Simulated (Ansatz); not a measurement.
Runs of Ansatz 0.2.0 on PbS. Symmetry: P-6m2, No. 187, hexagonal system. The conventional cell has a = 4.090 Å, b = 4.090 Å, c = 3.788 Å, α = 90.00°, β = 90.00°, γ = 120.00°. Pb (site symmetry -6m2) has 6 S at 3.03 Å as nearest neighbours. Around S (site symmetry -6m2) lie 6 Pb at 3.03 Å. Measurements of this composition are mostly on another form, of space group No. 225.

| task | level | k mesh | screening (1/Å) | share of exact exchange | points for each segment of the path | mesh quality | gap on the mesh (eV) | pressure (GPa) |
| --- | --- | --- | --- | --- | --- | --- | --- | --- |
| single point | HSE06 form with a typed share of exact exchange | 4 × 4 × 4 | 0.2 | 0.25 | - | coarse | 0.65 | -1.1 |
| single point | HSE06 form with a typed share of exact exchange | 4 × 4 × 4 | 0.6 | 0.25 | - | coarse | 0.34 | (b) |
| band structure | PBE | 8 × 8 × 7 | - | - | 14 | not flagged | - | (a) |
| single point | HSE06 form with a typed share of exact exchange | 4 × 4 × 4 | 0.4 | 0.25 | - | coarse | 0.43 | (c) |
| single point | HSE06 form with a typed share of exact exchange | 4 × 4 × 4 | 0.1 | 0.25 | - | coarse | 0.90 | -1.2 |

Alike in all rows: potentials or basis Ansatz PAW; no spin polarisation; cell as given; cutoff (eV) 420; smearing fermi-dirac 0.05 eV.

Question: Fill in the values left out.

Answer: (a) 0.0; (b) -0.6; (c) -0.9.

Caveats: some runs use coarse meshes; spin-orbit coupling is left out, which as a rule narrows the gap of such compounds by several tenths of an eV (some runs); the PAW data sets come from PBE, with cores solved anew for the run's functional, which leaves a small shift of forces and pressure (some runs); the thresholds are loose for stress (some runs); spin-orbit coupling is left out, which moves the levels of the heavy elements (some runs).

A k mesh can miss the band edges, and the runs leave out spin-orbit coupling on Pb.
